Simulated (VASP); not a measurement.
# BAs (F-43m) in VASP: a series of runs

One crystal, BAs, is run at these levels: PBE; tasks: single point, relaxation of cell and atoms.

Everything below comes from runs of VASP 6.6.1. Logs are shortened: lines on timing, memory, paths and dates and some standing lists are left out, and cuts for length are marked.

**1. The structure**

It takes space group F-43m (No. 216, cubic). Conventional cell: a = 4.809 Å, b = 4.809 Å, c = 4.809 Å, α = 90.00°, β = 90.00°, γ = 90.00°. Around B (site symmetry -43m) lie 4 As at 2.08 Å. As (site symmetry -43m) is surrounded by 4 B at 2.08 Å.

The cell was built by a generator and needn't be a form met in nature.

**2. Single point, PBE**

Contents of INCAR:

```
SYSTEM = BAs
PREC     = Accurate       ! precision mode
ENCUT    = 520            ! plane-wave cutoff, eV
EDIFF    = 1E-6           ! SCF threshold, eV
ISMEAR   = 0              ! smearing method
SIGMA    = 0.01           ! smearing width, eV
LREAL    = .FALSE.        ! projectors in reciprocal space
LASPH    = .TRUE.         ! aspherical terms in the spheres
NELM     = 100            ! most SCF steps
ALGO     = Fast           ! electronic algorithm
ISIF     = 2              ! what is computed and relaxed
LWAVE    = .FALSE.        ! write WAVECAR
LCHARG   = .TRUE.         ! write CHGCAR
GGA      = PE             ! functional
LELF     = .TRUE.         ! ELF
LVHAR    = .TRUE.       
NBANDS   = 11             ! bands
```

Contents of KPOINTS:

```
regular mesh
0
G
  8 8 8
  0 0 0
```

Contents of POSCAR:

```
BAs
1.0
    0.0000000000      2.4046330714      2.4046330714
    2.4046330714      0.0000000000      2.4046330714
    2.4046330714      2.4046330714      0.0000000000
B As
1 1
Direct
    0.0000000000      0.0000000000      0.0000000000
    0.2500000000      0.2500000000      0.2500000000
```

Potentials or basis: VASP PAW PBE potentials, release 64 (B, As).

The run is started by

```sh
$ cat potpaw_PBE.64/B/POTCAR potpaw_PBE.64/As/POTCAR > POTCAR
$ mpirun -np 1 vasp_std > vasp.out
```

OUTCAR:

```text
SYSTEM = BAs
   PREC = Accurate
   ENCUT = 520
   EDIFF = 1E-6
   ISMEAR = 0
   LREAL = .FALSE.
   LASPH = .TRUE.
   NELM = 100
   ISIF = 2
   GGA = PE

 ion  position               nearest neighbor table
   1  0.000  0.000  0.000-   2 2.08   2 2.08   2 2.08   2 2.08
   2  0.250  0.250  0.250-   1 2.08   1 2.08   1 2.08   1 2.08

  LATTYP: Found a face centered cubic cell.
 ALAT       =     4.8092661428

  Lattice vectors:

 A1 = (   0.0000000000,   2.4046330714,   2.4046330714)
 A2 = (   2.4046330714,   0.0000000000,   2.4046330714)
 A3 = (   2.4046330714,   2.4046330714,   0.0000000000)

Analysis of symmetry for initial positions (statically):
=====================================================================
 Subroutine PRICEL returns:
 Original cell was already a primitive cell.

 Routine SETGRP: Setting up the symmetry group for a
 face centered cubic supercell.

 Subroutine GETGRP returns: Found 24 space group operations
 (whereof 24 operations were pure point group operations)
 out of a pool of 48 trial point group operations.

The static configuration has the point symmetry T_d .

Analysis of symmetry for dynamics (positions and initial velocities):
=====================================================================
 Subroutine PRICEL returns:
 Original cell was already a primitive cell.

 Routine SETGRP: Setting up the symmetry group for a
 face centered cubic supercell.

 Subroutine GETGRP returns: Found 24 space group operations
 (whereof 24 operations were pure point group operations)
 out of a pool of 48 trial point group operations.

The dynamic configuration has the point symmetry T_d .

 Subroutine INISYM returns: Found 24 space group operations
 (whereof 24 operations are pure point group operations),
 and found     1 'primitive' translations

----------------------------------------------------------------------------------------

                                     Primitive cell

  volume of cell :      27.8084

  direct lattice vectors                    reciprocal lattice vectors
     0.000000000  2.404633071  2.404633071    -0.207931932  0.207931932  0.207931932
     2.404633071  0.000000000  2.404633071     0.207931932 -0.207931932  0.207931932
     2.404633071  2.404633071  0.000000000     0.207931932  0.207931932 -0.207931932

  length of vectors
     3.400664702  3.400664702  3.400664702     0.360148671  0.360148671  0.360148671

  position of ions in fractional coordinates (direct lattice)
     0.000000000  0.000000000  0.000000000
     0.250000000  0.250000000  0.250000000

  ion indices of the primitive-cell ions
   primitive index   ion index
                 1           1
                 2           2

----------------------------------------------------------------------------------------

 KPOINTS: regular mesh

Automatic generation of k-mesh.
 Grid dimensions read from file:
 generate k-points for:    8    8    8

 Generating k-lattice:

  Cartesian coordinates                     Fractional coordinates (reciprocal lattice)
    -0.025991491  0.025991491  0.025991491     0.125000000  0.000000000  0.000000000
     0.025991491 -0.025991491  0.025991491     0.000000000  0.125000000  0.000000000
     0.025991491  0.025991491 -0.025991491     0.000000000  0.000000000  0.125000000

  Length of vectors
     0.045018584  0.045018584  0.045018584

  Shift w.r.t. Gamma in fractional coordinates (k-lattice)
     0.000000000  0.000000000  0.000000000

 Subroutine IBZKPT returns following result:
 ===========================================

 Found     29 irreducible k-points:

 Following reciprocal coordinates:
            Coordinates               Weight
  0.000000  0.000000  0.000000      1.000000
  0.125000  0.000000  0.000000      8.000000
  0.250000  0.000000  0.000000      8.000000
  0.375000  0.000000  0.000000      8.000000
  0.500000  0.000000  0.000000      4.000000
  0.125000  0.125000  0.000000      6.000000
[... 16 lines left out ...]
  0.500000  0.250000  0.125000     48.000000
 -0.375000  0.250000  0.125000     24.000000
 [... further k-points ...]
   k-points           NKPTS =     29   k-points in BZ     NKDIM =     29   number of bands    NBANDS=     11
   number of dos      NEDOS =    301   number of ions     NIONS =      2
   total plane-waves  NPLWV =  21952
   dimension x,y,z NGX =    28 NGY =   28 NGZ =   28
   dimension x,y,z NGXF=    56 NGYF=   56 NGZF=   56
   ions per type =               1   1
   NGX,Y,Z   is equivalent  to a cutoff of  13.69, 13.69, 13.69 a.u.
   NGXF,Y,Z  is equivalent  to a cutoff of  27.38, 27.38, 27.38 a.u.
 SYSTEM =  BAs
   PREC   = accura    normal or accurate (medium, high low for compatibility)
   ISTART =      0    job   : 0-new  1-cont  2-samecut
   ICHARG =      2    charge: 1-file 2-atom 10-const
   ISPIN  =      1    spin polarized calculation?
   LNONCOLLINEAR =      F non collinear calculations
   LSORBIT =      F    spin-orbit coupling
   LASPH  =      T    aspherical Exc in radial PAW
   ENCUT  =  520.0 eV  38.22 Ry    6.18 a.u.   6.32  6.32  6.32*2*pi/ulx,y,z
   NELM   =    100;   NELMIN=  2; NELMDL= -5     # of ELM steps
   EDIFF  = 0.1E-05   stopping-criterion for ELM
   LREAL  =      F    real-space projection
   EDIFFG = 0.1E-04   stopping-criterion for IOM
   NSW    =      0    number of steps for IOM
   IBRION =     -1    ionic relax: 0-MD 1-quasi-New 2-CG
   NFREE  =      0    steps in history (QN), initial steepest desc. (CG)
   ISIF   =      2    stress and relaxation
   ISYM   =      2    0-nonsym 1-usesym 2-fastsym
   POTIM  = 0.5000    time-step for ionic-motion
   TEBEG  =    0.0;   TEEND  =   0.0 temperature during run
   PSTRESS=    0.0 pullay stress
   NELECT =       8.0000    total number of electrons
   NUPDOWN=      -1.0000    fix difference up-down
   EMIN   =  10.00;   EMAX   =-10.00  energy-range for DOS
   EFERMI =   0.00;   METHOD = LEGACY
   ISMEAR =     0;   SIGMA  =   0.01  broadening in eV -4-tet -1-fermi 0-gaus
   EFERMI_NEDOS =   21; number of points for ismear=-14 and -15
   IALGO  =     68    algorithm
   IMIX   =      4    mixing-type and parameters
     AMIX     =   0.40;   BMIX     =  1.00
     AMIX_MAG =   1.60;   BMIX_MAG =  1.00
  volume/ion in A,a.u.               =      13.90        93.83
  Fermi-wavevector in a.u.,A,eV,Ry     =   1.080719  2.042262 15.890965  1.167953
  Thomas-Fermi vector in A             =   2.216717
   LORBIT       =      0    0 simple, 1 ext, 2 COOP (PROOUT), +10 PAW based schemes
   GGA     = PE    functional components
   LHFCALC =     F    Hartree Fock is set to
   AEXX    =    0.0000 exact exchange contribution
   IVDW    =     0    specifies the selected vdW correction
   LEPSILON=     F    determine dielectric tensor
   LRPA    =     F    only Hartree local field effects (RPA)
 non-spin polarized calculation
 RMM-DIIS sequential band-by-band and
 Gauss-broadening in eV      SIGMA  =   0.01
  energy-cutoff  :      520.00
  volume of cell :       27.81
 maximum number of plane-waves:       763
 NGX is ok and might be reduce to    28
   NGX = 13   NGY = 13   NGZ = 13

 number of electron       8.0000000 magnetization

 Free energy of the ion-electron system (eV)
  ---------------------------------------------------
  ext. energy  EPLUGINS =         0.00000000
  ---------------------------------------------------
  free energy    TOTEN  =       -11.41123865 eV

  energy without entropy =      -11.41123865  energy(sigma->0) =      -11.41123865

 E-fermi :   6.0458     XC(G=0): -10.4965

 val. band max:        5.9060572127   @ k =   0.0000   0.0000   0.0000
 cond. band min:       7.1143323777   @ k =   0.3750   0.3750   0.0000
 fundamental gap:      1.2082751650
 Fermi energy:         6.0457874562

 k-point     1 :       0.0000    0.0000    0.0000
  band No.  band energies     occupation
      1      -9.3127      2.00000
      2       5.9061      2.00000
      3       5.9061      2.00000
      4       5.9061      2.00000
      5       9.1571      0.00000
      6       9.1571      0.00000
      7       9.1571      0.00000
      8      10.3375      0.00000
      9      15.3920      0.00000
     10      18.7748      0.00000
     11      18.7748      0.00000

 k-point     2 :       0.1250    0.0000    0.0000
  band No.  band energies     occupation
      1      -9.0615      2.00000
      2       3.9595      2.00000
      3       5.4776      2.00000
      4       5.4776      2.00000
      5       9.2191      0.00000
      6       9.7220      0.00000
      7       9.7220      0.00000
      8      11.6711      0.00000
      9      16.3203      0.00000
     10      17.4692      0.00000
     11      17.4692      0.00000

 k-point     3 :       0.2500    0.0000    0.0000
  band No.  band energies     occupation
      1      -8.3309      2.00000
      2       1.0302      2.00000
      3       4.7802      2.00000
      4       4.7802      2.00000
      5       8.8658      0.00000
      6      10.5130      0.00000
      7      10.5130      0.00000
      8      13.6610      0.00000
      9      17.0822      0.00000
     10      17.0822      0.00000
     11      17.0954      0.00000
[... 267 lines left out ...]
 k-point    23 :       0.5000    0.2500    0.1250
  band No.  band energies     occupation
      1      -6.6508      2.00000
      2      -1.1672      2.00000
      3       1.5474      2.00000
      4       3.2258      2.00000
      5       9.7201      0.00000
      6      10.9014      0.00000
      7      12.3572      0.00000
      8      13.8691      0.00000
      9      17.2100      0.00000
     10      19.1035      0.00000
     11      21.2272      0.00000

 k-point    24 :      -0.3750    0.2500    0.1250
  band No.  band energies     occupation
      1      -5.9535      2.00000
      2      -2.2583      2.00000
      3       1.4212      2.00000
      4       2.8995      2.00000
      5       9.8336      0.00000
      6      10.6154      0.00000
      7      13.2544      0.00000
      8      14.8078      0.00000
      9      16.1771      0.00000
     10      19.9597      0.00000
     11      21.0076      0.00000

 [... further k-points ...]

------------------------ aborting loop because EDIFF is reached ----------------------------------------

  FORCE on cell =-STRESS in cart. coord.  units (eV):
  Direction    XX          YY          ZZ          XY          YZ          ZX
  --------------------------------------------------------------------------------------
  -------------------------------------------------------------------------------------
  Total        0.1040091      0.1040091      0.1040091     -0.0000000      0.0000000      0.0000000
  in kB        5.9924669      5.9924669      5.9924669     -0.0000000      0.0000000      0.0000000
  external PRESSURE =       5.9924669 kB  Pullay stress =       0.0000000 kB

 VOLUME and BASIS-vectors are now :
 -----------------------------------------------------------------------------
  energy-cutoff  :      520.00
  volume of cell :       27.81
      direct lattice vectors                 reciprocal lattice vectors
     0.000000000  2.404633071  2.404633071    -0.207931932  0.207931932  0.207931932
     2.404633071  0.000000000  2.404633071     0.207931932 -0.207931932  0.207931932
     2.404633071  2.404633071  0.000000000     0.207931932  0.207931932 -0.207931932

 POSITION                                       TOTAL-FORCE (eV/Angst)
 -----------------------------------------------------------------------------------
      0.00000      0.00000      0.00000         0.000000      0.000000      0.000000
      1.20232      1.20232      1.20232        -0.000000     -0.000000     -0.000000
 -----------------------------------------------------------------------------------
    total drift:                               -0.000000     -0.000000     -0.000000

  FREE ENERGIE OF THE ION-ELECTRON SYSTEM (eV)
  ---------------------------------------------------
  free  energy   TOTEN  =       -11.4112386520 eV

  energy  without entropy=      -11.4112386520  energy(sigma->0) =      -11.41123865
```

Run time: 6.3 s. Hardware: 1 thread of AMD EPYC 9R45 (Zen 5), shared host; peak memory 0.12 GiB.

What came out:

```yaml
Free_energy: -11.4112 eV
Pressure: 0.6 GPa
Band_gap_on_the_k_mesh: 1.21 eV, indirect (least direct gap 3.25 eV)
```

**3. Relaxation of cell and atoms, PBE**

This run uses another cell than the first one, of 13.65 Å³/atom, 0.982 times its volume.

Contents of INCAR:

```
SYSTEM = BAs
ALGO = Normal ; EDIFF = 1E-6
EDIFFG = -0.002 ; ENCUT = 600
GGA = PE ; IBRION = 2
ISIF = 3 ; ISMEAR = 0
LASPH = .TRUE. ; LCHARG = .FALSE.
LREAL = .FALSE. ; LWAVE = .FALSE.
NELM = 100 ; NSW = 80
PREC = Accurate ; SIGMA = 0.01
```

Contents of KPOINTS:

```
k-points
0
G
  8 8 8
  0 0 0
```

Contents of POSCAR:

```
BAs
1.0
    0.0000000000      2.3900000000      2.3900000000
    2.3900000000      0.0000000000      2.3900000000
    2.3900000000      2.3900000000      0.0000000000
B As
1 1
Direct
    0.0000000000      0.0000000000      0.0000000000
    0.2500000000      0.2500000000      0.2500000000
```

Potentials or basis: VASP PAW PBE potentials, release 64 (B, As).

The run is started by

```sh
$ cat potpaw_PBE.64/B/POTCAR potpaw_PBE.64/As/POTCAR > POTCAR
$ mpirun -np 1 vasp_std > vasp.out
```

OUTCAR:

```text
SYSTEM = BAs
   EDIFF = 1E-6
   EDIFFG = -0.002
   ENCUT = 600
   GGA = PE
   IBRION = 2
   ISIF = 3
   ISMEAR = 0
   LASPH = .TRUE.
   LREAL = .FALSE.
   NELM = 100
   NSW = 80
   PREC = Accurate

 ion  position               nearest neighbor table
   1  0.000  0.000  0.000-   2 2.07   2 2.07   2 2.07   2 2.07
   2  0.250  0.250  0.250-   1 2.07   1 2.07   1 2.07   1 2.07

  LATTYP: Found a face centered cubic cell.
 ALAT       =     4.7800000000

  Lattice vectors:

 A1 = (   0.0000000000,   2.3900000000,   2.3900000000)
 A2 = (   2.3900000000,   0.0000000000,   2.3900000000)
 A3 = (   2.3900000000,   2.3900000000,   0.0000000000)

Analysis of symmetry for initial positions (statically):
=====================================================================
 Subroutine PRICEL returns:
[... 260 lines left out ...]
 fundamental gap:      1.2127396464
 Fermi energy:         5.9693600028

 k-point     1 :       0.0000    0.0000    0.0000
  band No.  band energies     occupation
      1      -9.3209      2.00000
      2       5.8581      2.00000
      3       5.8581      2.00000
      4       5.8581      2.00000
      5       9.1038      0.00000
      6       9.1038      0.00000
      7       9.1038      0.00000
      8      10.2348      0.00000
[... 243 lines left out ...]
 k-point    24 :      -0.3750    0.2500    0.1250
  band No.  band energies     occupation
      1      -5.9804      2.00000
      2      -2.2786      2.00000
      3       1.3901      2.00000
      4       2.8662      2.00000
      5       9.7765      0.00000
      6      10.5568      0.00000
      7      13.1827      0.00000
      8      14.7329      0.00000

 [... further k-points ...]

------------------------ aborting loop because EDIFF is reached ----------------------------------------

  FORCE on cell =-STRESS in cart. coord.  units (eV):
  Direction    XX          YY          ZZ          XY          YZ          ZX
  --------------------------------------------------------------------------------------
  -------------------------------------------------------------------------------------
  Total        0.0011158      0.0011158      0.0011158     -0.0000000     -0.0000000      0.0000000
  in kB        0.0640068      0.0640068      0.0640068     -0.0000000     -0.0000000      0.0000000
  external PRESSURE =       0.0640068 kB  Pullay stress =       0.0000000 kB
[... 17 lines left out ...]
  FREE ENERGIE OF THE ION-ELECTRON SYSTEM (eV)
  ---------------------------------------------------
  free  energy   TOTEN  =       -11.4122068269 eV

  energy  without entropy=      -11.4122068269  energy(sigma->0) =      -11.41220683

 reached required accuracy - stopping structural energy minimisation
```

Run time: 8.4 s. Hardware: 1 thread of AMD EPYC 9R45 (Zen 5), shared host; peak memory 0.13 GiB.

What came out:

* Free energy: -11.4122 eV
* Relaxed volume: 13.97 Å³/atom
* Relaxed cell: a = 3.406 Å, b = 3.406 Å, c = 3.406 Å, α = 60.00°, β = 60.00°, γ = 60.00°
* Space group after relaxing (to 0.05 Å): F-43m (No. 216)
* Energy gained by relaxing: 3.0 meV/atom
* Ionic steps: 3
* Pressure after relaxing: 0.0 GPa
* Band gap on the k mesh: 1.21 eV, indirect (least direct gap 3.25 eV)

The path:
```
step  energy change (eV)  largest force (eV/Å)  pressure (GPa)  volume (Å³)
   1              0.0000                0.0000            3.14        27.30
   2             -0.0032                0.0000           -2.02        28.38
   3             -0.0060                0.0000            0.01        27.93
```

Final structure:
```
B As
1.0
     0.00000    2.40816    2.40816
     2.40816    0.00000    2.40816
     2.40816    2.40816    0.00000
B As
1 1
Direct
  0.00000 0.00000 0.00000
  0.25000 0.25000 0.25000
```

Levels at points of the mesh, in eV from the valence-band top:
| k point | band 1 | band 2 | band 3 | band 4 | band 5 | band 6 | band 7 | band 8 |
| --- | --- | --- | --- | --- | --- | --- | --- | --- |
| (0.00, 0.00, 0.00) | -15.18 | 0.00 | 0.00 | 0.00 | 3.25 | 3.25 | 3.25 | 4.38 |
| (0.50, 0.00, 0.00) | -12.40 | -8.61 | -1.78 | -1.78 | 2.55 | 4.75 | 4.75 | 8.82 |
| (0.50, 0.50, 0.00) | -11.12 | -8.39 | -3.98 | -3.98 | 1.46 | 1.46 | 11.13 | 11.13 |

A k mesh can miss the band edges.
